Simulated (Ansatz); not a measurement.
The system is Ga2O3.

```
Ga O
1.0
     6.10700   -1.51855    0.00000
     6.10700    1.51855    0.00000
    -1.38599    0.00000    5.63001
Ga O
4 6
Direct
  0.34134 0.34134 0.68598
  0.65866 0.65866 0.31402
  0.90950 0.90950 0.20540
  0.09050 0.09050 0.79460
  0.50410 0.50410 0.74340
  0.49590 0.49590 0.25660
  0.82670 0.82670 0.43680
  0.17330 0.17330 0.56320
  0.83550 0.83550 0.89020
  0.16450 0.16450 0.10980
```

* Program: Ansatz 0.2.0
* Task: relaxation of cell and atoms
* Functional: PBE
* Dispersion: D4
* Potentials or basis: Ansatz PAW
* Cutoff: 420 eV (not typed: the program's choice for these potentials)
* k mesh: 9 × 9 × 5
* Occupations: fermi-dirac, width 0.05 eV
* Spin: no spin polarisation

At the start: volume 10.44 Å³/atom.

Q: How do energy, volume and symmetry change on relaxing?

A: It ends after 9 steps and the volume is 10.67 Å³/atom (+2.2 %); space group C2/m (No. 12, to 0.05 Å).

The path:
```
step  energy change (eV)  largest force (eV/Å)  volume (Å³)
   1              0.0000                0.2124       104.42
   2             -0.0246                0.1075       105.71
   3             -0.0278                0.0223       106.60
   4             -0.0279                0.0174       106.61
   5             -0.0281                0.0218       106.58
   6             -0.0281                0.0024       106.58
   7             -0.0395                0.0016       106.58
   8             -0.0390                0.0011       106.68
   9             -0.0396                0.0011       106.68
```

Final structure:
```xyz
10
Lattice="6.1504 -1.5299 0.0067 6.1504 1.5299 0.0067 -1.3896 0.0000 5.6673" Properties=species:S:1:pos:R:3 pbc="T T T"
Ga    3.2412    0.0000    3.8957
Ga    7.6700    0.0000    1.7851
Ga   10.9003    0.0000    1.1725
Ga    0.0109    0.0000    4.5083
O     5.1616    0.0000    4.2285
O     5.7496    0.0000    1.4523
O     9.5654    0.0000    2.4924
O     1.3458    0.0000    3.1884
O     9.0162    0.0000    5.0614
O     1.8950    0.0000    0.6193
```

Caveat: the plane-wave basis is chosen anew once the cell has moved, so the energies of steps on either side of that aren't comparable; the pressure holds a Pulay correction of +0.8 GPa for the finite cutoff.
